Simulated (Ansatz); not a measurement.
# MoSe2: the cost of one run

Method: DFT PBE, scalar-relativistic, plane waves, PAW, in Ansatz 0.2.0.

The COD entry's cell or inner coordinates are ideal or old and differ from later refinements, so a difference from it is no clean test against experiment.

These runs use a low cutoff (300 eV) and a coarse mesh on purpose, to show what cheap settings give: their numbers aren't properties of the material.

The runs add the D3(BJ) dispersion term to the functional named.

### Step 1. Starting point

Symmetry: P6_3/mmc, No. 194, hexagonal system. Conventional cell: a = 3.278 Å, b = 3.278 Å, c = 12.727 Å, α = 90.00°, β = 90.00°, γ = 120.00°. Around Mo (site symmetry -6m2) lie 6 Se at 2.53 Å. Se (site symmetry 3m) has 3 Mo at 2.53 Å as nearest neighbours.

Structure file:

```cif
data_structure
_symmetry_space_group_name_H-M 'P 1'
_symmetry_Int_Tables_number 1
_cell_length_a 3.2781
_cell_length_b 3.2781
_cell_length_c 12.7275
_cell_angle_alpha 90.000
_cell_angle_beta 90.000
_cell_angle_gamma 120.000
_cell_volume 118.44
loop_
_atom_site_label
_atom_site_type_symbol
_atom_site_fract_x
_atom_site_fract_y
_atom_site_fract_z
_atom_site_occupancy
Mo1 Mo 0.33333 0.66667 0.25000 1
Mo2 Mo 0.66667 0.33333 0.75000 1
Se1 Se 0.33333 0.66667 0.61846 1
Se2 Se 0.66667 0.33333 0.11846 1
Se3 Se 0.33333 0.66667 0.88154 1
Se4 Se 0.66667 0.33333 0.38154 1
```

### Step 2. The electronic structure

File input.yaml:

```yaml
crystal:
  lattice:
    - [3.278095121, 0.0, 0.0]
    - [-1.6390475605, 2.8389136508, 0.0]
    - [0.0, 0.0, 12.7274731872]
  atoms:
    - { symbol: Mo, position: [0.3333333333, 0.6666666667, 0.25] }
    - { symbol: Mo, position: [0.6666666667, 0.3333333333, 0.75] }
    - { symbol: Se, position: [0.3333333333, 0.6666666667, 0.6184592196] }
    - { symbol: Se, position: [0.6666666667, 0.3333333333, 0.1184592196] }
    - { symbol: Se, position: [0.3333333333, 0.6666666667, 0.8815407804] }
    - { symbol: Se, position: [0.6666666667, 0.3333333333, 0.3815407804] }
basis:
  ecutwfc: 300
  ecutrho_ratio: 4
kpoints:
  mp_grid: { grid: [6, 6, 2] }
  band_path:
    path:
      - [[0.0, 0.0, 0.0], [0.5, 0.0, 0.0], [0.33333333, 0.33333333, 0.0], [0.0, 0.0, 0.0], [0.0, 0.0, 0.5], [0.5, 0.0, 0.5], [0.33333333, 0.33333333, 0.5], [0.0, 0.0, 0.5]]
      - [[0.5, 0.0, 0.5], [0.5, 0.0, 0.0]]
      - [[0.33333333, 0.33333333, 0.5], [0.33333333, 0.33333333, 0.0]]
    npoints: 14
hamiltonian:
  xc: pbe
  dispersion: d3bj
scf:
  occupations: { method: gaussian, width: 0.05 }
  n_extra_bands: 23
output:
  forces: true
  stress: true
  eigenvalues: true
  populations: true
  dos: { projected: true, de: 0.02, nscf_kmesh: { grid: [9, 9, 3] } }
  bader: true
```

Launch:

```
ansatz run input.yaml --threads 2 --pin off --max-ram 5120MiB --backend cpu --events-out ev --progress --plain --runs-dir out
```

Q: Estimate wall time and peak memory on 2 threads of Intel Xeon Platinum 8259CL at 2.50GHz (Skylake/Cascade Lake), shared host.

About 42 s, with a peak of 0.71 GiB.
